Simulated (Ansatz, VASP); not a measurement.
This is a calculation of Pt for Ansatz 0.2.0.

input.yaml

```yaml
crystal:
  lattice:
    - [2.8148100603, 0.0, 0.0]
    - [-1.4074050301, 2.437697019, 0.0]
    - [0.0, 0.0, 4.8861212732]
  atoms:
    - { symbol: Pt, position: [0.3333333333, 0.6666666667, 0.25] }
    - { symbol: Pt, position: [0.6666666667, 0.3333333333, 0.75] }
kpoints:
  mp_grid: { grid: [11, 11, 6] }
scf:
  occupations: { method: fermi_dirac, width: 0.05 }
hamiltonian:
  xc: lda
  pseudopotentials: { kind: all_electron, lapw: { basis_error: 0.001 } }
output:
  forces: true
  stress: true
  eigenvalues: true
```

Potentials or basis: all-electron LAPW, scalar-relativistic.

Launch:

```console
$ ansatz run input.yaml --threads 1 --pin off --max-ram 3072MiB --backend cpu --events-out ev --progress --plain --runs-dir out
```

Task: Translate it to VASP 6.6.1. Potentials there: VASP PAW LDA potentials, release 64 (Pt).

Result: As run (the cutoff follows the program's own potentials):

File INCAR:

```
PREC = Accurate
ENCUT = 520
EDIFF = 1E-6
ISMEAR = -1
SIGMA = 0.05
LREAL = F
LASPH = T
NELM = 80
ALGO = Fast
ISIF = 2
LWAVE = F
LCHARG = T
LELF = T
LVHAR = T
NBANDS = 17
```

The input KPOINTS:

```
regular mesh
0
Gamma
  11 11 6
```

POSCAR

```
Pt
1.0
    2.8148100603      0.0000000000      0.0000000000
   -1.4074050301      2.4376970190      0.0000000000
    0.0000000000      0.0000000000      4.8861212732
Pt
2
Direct
    0.3333333333      0.6666666667      0.2500000000
    0.6666666667      0.3333333333      0.7500000000
```

Potentials or basis: VASP PAW LDA potentials, release 64 (Pt).

Launch:

```bash
$ cat potpaw_LDA.64/Pt/POTCAR > POTCAR
$ mpirun -np 1 vasp_std > vasp.out
```

Both were run:

|  | VASP | Ansatz | Ansatz less VASP |
| --- | --- | --- | --- |
| gap on the k mesh at the Fermi level (eV) | none | none | - |
| pressure (GPa) | -25.6 | -26.1 | -0.49 |
| largest component of the traceless stress (GPa) | 0.80 | 1.11 | +0.312 |

A gap of «none» marks a metal or a gap that the smearing closes. Ansatz ran all-electron here, so the differences hold the error of VASP's frozen core and of both bases.

Caveats: so large a pressure means that the cell lies far from this level's equilibrium, or that cutoff or potentials fall short (VASP). The runs have no spin-orbit coupling, so splittings on Pt are missing.
